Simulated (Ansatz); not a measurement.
Rows from a G0W0 calculation on Sb (honeycomb monolayer) (Ansatz 0.2.0; G0W0 on PBE, plane waves, PAW; PAW set soft_1; 3×3×1 mesh, 187 empty bands, screening to 36 eV, PAW set soft_1 files), in eV. Spin-orbit coupling is left out.

| row | Σx | Σc | Vxc | Z |
| --- | --- | --- | --- | --- |
| A | -13.83 | 1.59 | -12.19 | 0.69 |
| B | -15.36 | 1.62 | -13.81 | 0.71 |
| C | -7.14 | -3.17 | -10.60 | 0.72 |
| D | -6.63 | -3.66 | -10.59 | 0.69 |
| E | -8.27 | -3.65 | -12.47 | 0.72 |
| F | -8.95 | -3.50 | -13.00 | 0.69 |

**Question.** Which rows are filled states and which are empty ones, and how can one tell?

Filled: A and B. Empty: C, D, E and F. The sign of Σc tells: for a filled state bare exchange, which holds its interaction with itself, lies below Vxc (Σx − Vxc is -1.6 eV or lower here) and screening gives part back as a positive Σc. For an empty state Σx lies above Vxc (+3.5 eV or more) and the Coulomb hole leaves Σc negative.

[Runs of the session that timed out or met a known fault of the program may be left out.]

[Cells called generated may have been cut or substituted from an entry of the Crystallography Open Database or the Materials Project.]

[Hosts, paths, dates, database ids (printed as entryN), source tags and the programs' standing remarks are cut or masked in the printed files.]
